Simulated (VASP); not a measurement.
**GaP: single point with PBE**

**The experiment to reproduce.**

“Stacking defects in GaP nanowires: Electronic structure and optical properties”, 2018, arxiv:1810.01194 quotes, for a bulk crystal of GaP at 10 K: band gap 2.34 eV (indirect).

GaP:

```
Ga P
1.0
     0.00000    2.72525    2.72525
     2.72525    0.00000    2.72525
     2.72525    2.72525    0.00000
Ga P
1 1
Cartesian
  0.0000 0.0000 0.0000
  4.0879 4.0879 4.0879
```

```json
{"Program": "VASP 6.6.1", "Task": "single point", "Functional": "PBE", "Potentials or basis": "VASP PAW PBE potentials, release 64 (Ga_d, P)", "Cutoff": "520 eV", "k mesh": "8 × 8 × 8", "Occupations": "fermi-dirac, width 0.05 eV", "Spin": "no spin polarisation"}
```

```
Pressure               : 2.5 GPa
Band gap on the k mesh : 1.64 eV, indirect (least direct gap 1.83 eV)
```

Levels at points of the mesh, in eV from the valence-band top:
```tsv
k point	band 5	band 6	band 7	band 8	band 9	band 10	band 11	band 12	band 13	band 14
(0.00, 0.00, 0.00)	-14.45	-12.49	0.00	0.00	0.00	1.83	3.89	3.89	3.89	8.81
(0.50, 0.00, 0.00)	-14.44	-10.43	-6.63	-1.12	-1.12	1.67	4.72	4.72	8.29	10.89
(0.50, 0.50, 0.00)	-14.43	-9.53	-6.75	-2.68	-2.68	1.65	1.82	10.60	10.60	11.20
```

It took 15 s on 1 thread of Intel(R) Xeon(R) 6975P-C (Granite Rapids), with other jobs on the host, peak memory 0.17 GiB.

Measured gap of GaP: 2.34 eV (indirect; 10 K; quoted in “Stacking defects in GaP nanowires: Electronic structure and optical properties”, 2018, arxiv:1810.01194). This calculation gives 1.64 eV (-0.70 eV). Spin-orbit coupling on Ga is left out. The value is that of PBE on a finite k mesh, which can miss the band edges, without temperature or zero-point motion. Semilocal functionals fall short of measured gaps as a rule.
